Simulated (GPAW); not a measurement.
# MgS (Niningerite) (Fm-3m) in GPAW: settings compared

The runs below take MgS (Niningerite) through relaxation of cell and atoms, single point, with PBEsol+D3(BJ)+ATM, PBEsol+D4, LDA.

All numbers are computed with GPAW 26.7.0; they aren't measurements. Logs are shortened: lines on timing, memory, paths and dates and some standing lists are left out, and cuts for length are marked. The log counts tension as positive stress, the text compression.

**1. Starting point**

The structure is cubic, space group Fm-3m (No. 225). Conventional cell: a = 5.203 Å, b = 5.203 Å, c = 5.203 Å, α = 90.00°, β = 90.00°, γ = 90.00°. S (site symmetry m-3m) has 6 Mg at 2.60 Å as nearest neighbours. Mg (site symmetry m-3m) has 6 S at 2.60 Å as nearest neighbours.

**2. Relaxation of cell and atoms, PBEsol+D3(BJ)+ATM**

run.py reads:

```python
from ase import Atoms
from ase.calculators.mixing import SumCalculator
from ase.filters import FrechetCellFilter
from ase.io import write
from ase.optimize import BFGS
from dftd3.ase import DFTD3
from gpaw import GPAW, PW, setup_paths

setup_paths.insert(0, '.')

atoms = Atoms(['S', 'Mg'],
              cell=[[0.0, 2.60165, 2.60165],
                    [2.60165, 0.0, 2.60165],
                    [2.60165, 2.60165, 0.0]],
              scaled_positions=[[0.5, 0.5, 0.5],
                                [0.0, 0.0, 0.0]],
              pbc=True)

calc = GPAW(mode=PW(800),
            xc='PBEsol',
            kpts={'size': (9, 9, 9), 'gamma': True},
            occupations={'name': 'fermi-dirac', 'width': 0.05},
            nbands=16,
            convergence={'density': 1e-05, 'forces': 0.0001},
            maxiter=150,
            txt='gpaw.txt')
atoms.calc = SumCalculator([calc, DFTD3(damping='d3bj', params_tweaks=dict(method='pbesol', atm=True))])
opt = BFGS(FrechetCellFilter(atoms), trajectory='relax.traj', logfile='-')
done = opt.run(fmax=0.02, steps=60)
calc.write('gs.gpw')
write('result.traj', atoms)
print('Converged:', done)
print('Cell:', atoms.cell.cellpar().round(4))
print('Volume:', round(atoms.get_volume(), 4))
print(atoms.get_scaled_positions().round(5))
```

Potentials or basis: PAW data sets generated in the run's folder for this functional, pw.

Run with:

```sh
gpaw-setup -f PBEsol Mg S
OMP_NUM_THREADS=1 python run.py
```

gpaw.txt:

```text
__  _  _
 | _ |_)|_||  |
 |__||  | ||/\| - 26.7.0

Input parameters:
  mode=PW(ecut=800.0),
  convergence={'density': 1e-05, 'forces': 0.0001},
  kpts=MonkhorstPack(size=(9, 9, 9), gamma=True),
  maxiter=150,
  nbands=16,
  occupations=Occupations(name='fermi-dirac', width=0.05),
  xc=XC(name='PBEsol')

Diagonalizing LCAO Hamiltonian
Converting LCAO to pw mode

               S

       Mg

Atoms  # Å, Bohr magnetons
|   | symbol |        x |        y |        z |    initial magnetic moments |
|---|--------|----------|----------|----------|-----------------------------|
| 0 |      S | 2.601650 | 2.601650 | 2.601650 | ( 0.0000,  0.0000,  0.0000) |
| 1 |     Mg | 0.000000 | 0.000000 | 0.000000 | ( 0.0000,  0.0000,  0.0000) |

Unit cell  # Å
| periodic |        x |        y |        z |  lengths |    angles |
|----------|----------|----------|----------|----------|-----------|
|      yes | 0.000000 | 2.601650 | 2.601650 | 3.679289 | 60.000000 |
|      yes | 2.601650 | 0.000000 | 2.601650 | 3.679289 | 60.000000 |
|      yes | 2.601650 | 2.601650 | 0.000000 | 3.679289 | 60.000000 |

Number of symmetries: 48
Symmetry operations  # r_c * U_cc + t_c -> r_c
|    | kind |            matrix            |
|----|------|------------------------------|
|  0 |  σ   |  1, 0, 0,  1, 0,-1,  1,-1, 0 |
|  1 |  C2  |  1, 0, 0,  1,-1, 0,  1, 0,-1 |
|  2 |  E   |  1, 0, 0,  0, 1, 0,  0, 0, 1 |
|  3 |  σ   |  1, 0, 0,  0, 0, 1,  0, 1, 0 |
|  4 |  C4  |  1, 0,-1,  1, 0, 0,  1,-1, 0 |
|  5 |  S6  |  1, 0,-1,  1,-1, 0,  1, 0, 0 |
|  6 |  σ   |  1, 0,-1,  0, 1,-1,  0, 0,-1 |
|  7 |  C3  |  1, 0,-1,  0, 0,-1,  0, 1,-1 |
|  8 |  S6  |  1,-1, 0,  1, 0, 0,  1, 0,-1 |
|  9 |  C4  |  1,-1, 0,  1, 0,-1,  1, 0, 0 |
| 10 |  C3  |  1,-1, 0,  0,-1, 1,  0,-1, 0 |
| 11 |  σ   |  1,-1, 0,  0,-1, 0,  0,-1, 1 |
| 12 |  σ   |  0, 1, 0,  1, 0, 0,  0, 0, 1 |
| 13 |  C4  |  0, 1, 0,  0, 1,-1, -1, 1, 0 |
| 14 |  C3  |  0, 1, 0,  0, 0, 1,  1, 0, 0 |
| 15 |  S6  |  0, 1, 0, -1, 1, 0,  0, 1,-1 |
| 16 |  C2  |  0, 1,-1,  1, 0,-1,  0, 0,-1 |
| 17 |  σ   |  0, 1,-1,  0, 1, 0, -1, 1, 0 |
| 18 |  S4  |  0, 1,-1,  0, 0,-1,  1, 0,-1 |
| 19 |  C4  |  0, 1,-1, -1, 1, 0,  0, 1, 0 |
| 20 |  C3  |  0, 0, 1,  1, 0, 0,  0, 1, 0 |
| 21 |  σ   |  0, 0, 1,  0, 1, 0,  1, 0, 0 |
| 22 |  S6  |  0, 0, 1,  0,-1, 1, -1, 0, 1 |
| 23 |  C4  |  0, 0, 1, -1, 0, 1,  0,-1, 1 |
| 24 |  S4  |  0, 0,-1,  1, 0,-1,  0, 1,-1 |
| 25 |  C3  |  0, 0,-1,  0, 1,-1,  1, 0,-1 |
| 26 |  C2  |  0, 0,-1,  0,-1, 0, -1, 0, 0 |
| 27 |  S6  |  0, 0,-1, -1, 0, 0,  0,-1, 0 |
| 28 |  S4  |  0,-1, 1,  1,-1, 0,  0,-1, 0 |
| 29 |  C4  |  0,-1, 1,  0, 0, 1, -1, 0, 1 |
| 30 |  C2  |  0,-1, 1,  0,-1, 0,  1,-1, 0 |
| 31 |  σ   |  0,-1, 1, -1, 0, 1,  0, 0, 1 |
| 32 |  C3  |  0,-1, 0,  1,-1, 0,  0,-1, 1 |
| 33 |  S6  |  0,-1, 0,  0, 0,-1, -1, 0, 0 |
[... 178 lines left out ...]
Fermi level: 5.816
Eigenvalues  # (at kpt = [0.000, 0.000, 0.000])
| band index |      eig [eV] | occ [0-2] |
|------------|---------------|-----------|
|          0 |       -69.899 |     2.000 |
|          1 |       -36.870 |     2.000 |
|          2 |       -36.870 |     2.000 |
|          3 |       -36.870 |     2.000 |
|          4 |        -8.103 |     2.000 |
|          5 |         4.579 |     2.000 |
[... 8 lines left out ...]
|         14 |        16.884 |     0.000 |
|         15 |        17.730 |     0.000 |

Gap: 2.843 eV
Transition (v -> c):
  (s=0, k=0, n=7, [0.00, 0.00, 0.00]) -> (s=0, k=30, n=8, [0.44, 0.44, 0.00])
Direct/indirect transitions are different
Direct gap: 3.596 eV
Transition at: (s=0, k=0, n=7, [0.00, 0.00, 0.00])

Stress tensor  # eV/Ang^3
|        x |        y |        z |
|----------|----------|----------|
| 0.005630 | 0.000000 | 0.000000 |
| 0.000000 | 0.005630 | 0.000000 |
| 0.000000 | 0.000000 | 0.005630 |

Forces  # eV/Ang
|       x |        y |        z |
|---------|----------|----------|
| 0.00000 | -0.00000 | -0.00000 |  # S    0
| 0.00000 | -0.00000 |  0.00000 |  # Mg   1

Interpolating wave functions to new cell

               S

       Mg

Atoms  # Å, Bohr magnetons
|   | symbol |         x |         y |         z |    initial magnetic moments |
|---|--------|-----------|-----------|-----------|-----------------------------|
| 0 |      S |  2.594877 |  2.594877 |  2.594877 | ( 0.0000,  0.0000,  0.0000) |
| 1 |     Mg | -0.000000 | -0.000000 | -0.000000 | ( 0.0000,  0.0000,  0.0000) |

Unit cell  # Å
| periodic |         x |         y |        z |  lengths |    angles |
|----------|-----------|-----------|----------|----------|-----------|
|      yes | -0.000000 |  2.594877 | 2.594877 | 3.669710 | 60.000000 |
|      yes |  2.594877 | -0.000000 | 2.594877 | 3.669710 | 60.000000 |
|      yes |  2.594877 |  2.594877 | 0.000000 | 3.669710 | 60.000000 |

Number of symmetries: 48
Symmetry operations  # r_c * U_cc + t_c -> r_c
|    | kind |            matrix            |
|----|------|------------------------------|
|  0 |  σ   |  1, 0, 0,  1, 0,-1,  1,-1, 0 |
|  1 |  C2  |  1, 0, 0,  1,-1, 0,  1, 0,-1 |
|  2 |  E   |  1, 0, 0,  0, 1, 0,  0, 0, 1 |
|  3 |  σ   |  1, 0, 0,  0, 0, 1,  0, 1, 0 |
|  4 |  C4  |  1, 0,-1,  1, 0, 0,  1,-1, 0 |
|  5 |  S6  |  1, 0,-1,  1,-1, 0,  1, 0, 0 |
|  6 |  σ   |  1, 0,-1,  0, 1,-1,  0, 0,-1 |
|  7 |  C3  |  1, 0,-1,  0, 0,-1,  0, 1,-1 |
|  8 |  S6  |  1,-1, 0,  1, 0, 0,  1, 0,-1 |
|  9 |  C4  |  1,-1, 0,  1, 0,-1,  1, 0, 0 |
| 10 |  C3  |  1,-1, 0,  0,-1, 1,  0,-1, 0 |
| 11 |  σ   |  1,-1, 0,  0,-1, 0,  0,-1, 1 |
| 12 |  σ   |  0, 1, 0,  1, 0, 0,  0, 0, 1 |
| 13 |  C4  |  0, 1, 0,  0, 1,-1, -1, 1, 0 |
| 14 |  C3  |  0, 1, 0,  0, 0, 1,  1, 0, 0 |
| 15 |  S6  |  0, 1, 0, -1, 1, 0,  0, 1,-1 |
| 16 |  C2  |  0, 1,-1,  1, 0,-1,  0, 0,-1 |
| 17 |  σ   |  0, 1,-1,  0, 1, 0, -1, 1, 0 |
| 18 |  S4  |  0, 1,-1,  0, 0,-1,  1, 0,-1 |
| 19 |  C4  |  0, 1,-1, -1, 1, 0,  0, 1, 0 |
| 20 |  C3  |  0, 0, 1,  1, 0, 0,  0, 1, 0 |
| 21 |  σ   |  0, 0, 1,  0, 1, 0,  1, 0, 0 |
| 22 |  S6  |  0, 0, 1,  0,-1, 1, -1, 0, 1 |
| 23 |  C4  |  0, 0, 1, -1, 0, 1,  0,-1, 1 |
| 24 |  S4  |  0, 0,-1,  1, 0,-1,  0, 1,-1 |
| 25 |  C3  |  0, 0,-1,  0, 1,-1,  1, 0,-1 |
| 26 |  C2  |  0, 0,-1,  0,-1, 0, -1, 0, 0 |
| 27 |  S6  |  0, 0,-1, -1, 0, 0,  0,-1, 0 |
| 28 |  S4  |  0,-1, 1,  1,-1, 0,  0,-1, 0 |
| 29 |  C4  |  0,-1, 1,  0, 0, 1, -1, 0, 1 |
| 30 |  C2  |  0,-1, 1,  0,-1, 0,  1,-1, 0 |
| 31 |  σ   |  0,-1, 1, -1, 0, 1,  0, 0, 1 |
| 32 |  C3  |  0,-1, 0,  1,-1, 0,  0,-1, 1 |
| 33 |  S6  |  0,-1, 0,  0, 0,-1, -1, 0, 0 |
[... 176 lines left out ...]
Fermi level: 6.116
Eigenvalues  # (at kpt = [0.000, 0.000, 0.000])
| band index |      eig [eV] | occ [0-2] |
|------------|---------------|-----------|
|          0 |       -69.806 |     2.000 |
|          1 |       -36.776 |     2.000 |
|          2 |       -36.776 |     2.000 |
|          3 |       -36.776 |     2.000 |
|          4 |        -8.070 |     2.000 |
|          5 |         4.657 |     2.000 |
[... 8 lines left out ...]
|         14 |        16.980 |     0.000 |
|         15 |        17.874 |     0.000 |

Gap: 2.859 eV
Transition (v -> c):
  (s=0, k=0, n=7, [0.00, 0.00, 0.00]) -> (s=0, k=30, n=8, [0.44, 0.44, 0.00])
Direct/indirect transitions are different
Direct gap: 3.657 eV
Transition at: (s=0, k=0, n=7, [0.00, 0.00, 0.00])

Stress tensor  # eV/Ang^3
|        x |         y |         z |
|----------|-----------|-----------|
| 0.001914 |  0.000000 |  0.000000 |
| 0.000000 |  0.001914 | -0.000000 |
| 0.000000 | -0.000000 |  0.001914 |

Forces  # eV/Ang
|        x |        y |        z |
|----------|----------|----------|
|  0.00000 | -0.00000 | -0.00000 |  # S    0
| -0.00000 |  0.00000 |  0.00000 |  # Mg   1

Interpolating wave functions to new cell

               S

       Mg

Atoms  # Å, Bohr magnetons
|   | symbol |         x |         y |        z |    initial magnetic moments |
|---|--------|-----------|-----------|----------|-----------------------------|
| 0 |      S |  2.563131 |  2.563131 | 2.563131 | ( 0.0000,  0.0000,  0.0000) |
| 1 |     Mg | -0.000000 | -0.000000 | 0.000000 | ( 0.0000,  0.0000,  0.0000) |

Unit cell  # Å
| periodic |        x |         y |        z |  lengths |    angles |
|----------|----------|-----------|----------|----------|-----------|
|      yes | 0.000000 |  2.563131 | 2.563131 | 3.624815 | 60.000000 |
|      yes | 2.563131 | -0.000000 | 2.563131 | 3.624815 | 60.000000 |
|      yes | 2.563131 |  2.563131 | 0.000000 | 3.624815 | 60.000000 |

Number of symmetries: 48
Symmetry operations  # r_c * U_cc + t_c -> r_c
|    | kind |            matrix            |
|----|------|------------------------------|
|  0 |  σ   |  1, 0, 0,  1, 0,-1,  1,-1, 0 |
|  1 |  C2  |  1, 0, 0,  1,-1, 0,  1, 0,-1 |
|  2 |  E   |  1, 0, 0,  0, 1, 0,  0, 0, 1 |
|  3 |  σ   |  1, 0, 0,  0, 0, 1,  0, 1, 0 |
|  4 |  C4  |  1, 0,-1,  1, 0, 0,  1,-1, 0 |
|  5 |  S6  |  1, 0,-1,  1,-1, 0,  1, 0, 0 |
|  6 |  σ   |  1, 0,-1,  0, 1,-1,  0, 0,-1 |
|  7 |  C3  |  1, 0,-1,  0, 0,-1,  0, 1,-1 |
|  8 |  S6  |  1,-1, 0,  1, 0, 0,  1, 0,-1 |
|  9 |  C4  |  1,-1, 0,  1, 0,-1,  1, 0, 0 |
| 10 |  C3  |  1,-1, 0,  0,-1, 1,  0,-1, 0 |
| 11 |  σ   |  1,-1, 0,  0,-1, 0,  0,-1, 1 |
| 12 |  σ   |  0, 1, 0,  1, 0, 0,  0, 0, 1 |
| 13 |  C4  |  0, 1, 0,  0, 1,-1, -1, 1, 0 |
| 14 |  C3  |  0, 1, 0,  0, 0, 1,  1, 0, 0 |
| 15 |  S6  |  0, 1, 0, -1, 1, 0,  0, 1,-1 |
| 16 |  C2  |  0, 1,-1,  1, 0,-1,  0, 0,-1 |
| 17 |  σ   |  0, 1,-1,  0, 1, 0, -1, 1, 0 |
| 18 |  S4  |  0, 1,-1,  0, 0,-1,  1, 0,-1 |
| 19 |  C4  |  0, 1,-1, -1, 1, 0,  0, 1, 0 |
| 20 |  C3  |  0, 0, 1,  1, 0, 0,  0, 1, 0 |
| 21 |  σ   |  0, 0, 1,  0, 1, 0,  1, 0, 0 |
| 22 |  S6  |  0, 0, 1,  0,-1, 1, -1, 0, 1 |
| 23 |  C4  |  0, 0, 1, -1, 0, 1,  0,-1, 1 |
| 24 |  S4  |  0, 0,-1,  1, 0,-1,  0, 1,-1 |
| 25 |  C3  |  0, 0,-1,  0, 1,-1,  1, 0,-1 |
| 26 |  C2  |  0, 0,-1,  0,-1, 0, -1, 0, 0 |
| 27 |  S6  |  0, 0,-1, -1, 0, 0,  0,-1, 0 |
| 28 |  S4  |  0,-1, 1,  1,-1, 0,  0,-1, 0 |
| 29 |  C4  |  0,-1, 1,  0, 0, 1, -1, 0, 1 |
| 30 |  C2  |  0,-1, 1,  0,-1, 0,  1,-1, 0 |
| 31 |  σ   |  0,-1, 1, -1, 0, 1,  0, 0, 1 |
| 32 |  C3  |  0,-1, 0,  1,-1, 0,  0,-1, 1 |
| 33 |  S6  |  0,-1, 0,  0, 0,-1, -1, 0, 0 |
[... 177 lines left out ...]
Fermi level: 6.639
Eigenvalues  # (at kpt = [0.000, 0.000, 0.000])
| band index |      eig [eV] | occ [0-2] |
|------------|---------------|-----------|
|          0 |       -69.358 |     2.000 |
|          1 |       -36.329 |     2.000 |
|          2 |       -36.329 |     2.000 |
|          3 |       -36.329 |     2.000 |
|          4 |        -7.916 |     2.000 |
|          5 |         5.030 |     2.000 |
[... 8 lines left out ...]
|         14 |        17.439 |     0.000 |
|         15 |        18.568 |     0.000 |

Gap: 2.934 eV
Transition (v -> c):
  (s=0, k=0, n=7, [0.00, 0.00, 0.00]) -> (s=0, k=30, n=8, [0.44, 0.44, 0.00])
Direct/indirect transitions are different
Direct gap: 3.954 eV
Transition at: (s=0, k=0, n=7, [0.00, 0.00, 0.00])

Stress tensor  # eV/Ang^3
|         x |         y |         z |
|-----------|-----------|-----------|
| -0.017314 |  0.000000 | -0.000000 |
|  0.000000 | -0.017314 |  0.000000 |
| -0.000000 |  0.000000 | -0.017314 |

Forces  # eV/Ang
|       x |       y |        z |
|---------|---------|----------|
| 0.00000 | 0.00000 | -0.00000 |  # S    0
| 0.00000 | 0.00000 | -0.00000 |  # Mg   1

# Writing to gs.gpw (mode='')
```

It took 53 s on 1 thread of Intel Xeon Platinum 8488C (Sapphire Rapids), shared host; peak memory 0.23 GiB.

What came out:

```yaml
Free_energy: -9.7484 eV
Relaxed_volume: 16.84 Å³/atom
Relaxed_cell: a = 3.625 Å, b = 3.625 Å, c = 3.625 Å, α = 60.00°, β = 60.00°, γ = 60.00°
Space_group_after_relaxing_to_0.05_Å: Fm-3m (No. 225)
Energy_gained_by_relaxing: 7.8 meV/atom
Ionic_steps: 3
Pressure_after_relaxing: 0.1 GPa
Band_gap_on_the_k_mesh: 2.93 eV, indirect (least direct gap 3.95 eV)
Dispersion_energy_per_atom: -0.292 eV
```

Step by step:
```csv
step,energy change (eV),largest force (eV/Å),pressure (GPa),volume (Å³)
1,0.0000,0.0000,-3.32,35.22
2,-0.0052,0.0000,-2.76,34.94
3,-0.0156,0.0000,0.14,33.68
```

Final structure:
```
S Mg
1.0
     0.00000    2.56313    2.56313
     2.56313    0.00000    2.56313
     2.56313    2.56313    0.00000
S Mg
1 1
Direct
  0.50000 0.50000 0.50000
  0.00000 0.00000 0.00000
```

Caveat: later steps reuse the first step's grids; an odd mesh through Γ misses points on the zone boundary, where band edges often lie.

(Part 1 of 2 ends here.)
